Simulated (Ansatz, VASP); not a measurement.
# Tl: VASP beside Ansatz

```
CELL_PARAMETERS angstrom
3.45600 0.00000 0.00000
-1.72800 2.99298 0.00000
0.00000 0.00000 5.52500
ATOMIC_POSITIONS crystal
Tl 0.66667 0.33333 0.75000
Tl 0.33333 0.66667 0.25000
```

Alike in both runs: task single point; functional PBE; k mesh 9 × 9 × 5; occupations fermi-dirac, width 0.05 eV; no spin polarisation.

```csv
,VASP,Ansatz
version,VASP 6.6.1,Ansatz 0.2.0
potentials or method,"VASP PAW PBE potentials, release 64 (Tl_d), cutoff 520 eV","all-electron LAPW, scalar-relativistic"
```

|  | VASP | Ansatz | Ansatz less VASP |
| --- | --- | --- | --- |
| gap on the k mesh at the Fermi level (eV) | none | none | - |
| pressure (GPa) | 3.4 | 3.4 | +0.08 |
| largest component of the traceless stress (GPa) | 0.91 | 0.91 | +0.005 |

A gap of «none» marks a metal or a gap that the smearing closes. Ansatz ran all-electron here, so the differences hold the error of VASP's frozen core and of both bases.

The runs have no spin-orbit coupling, so splittings on Tl are missing.
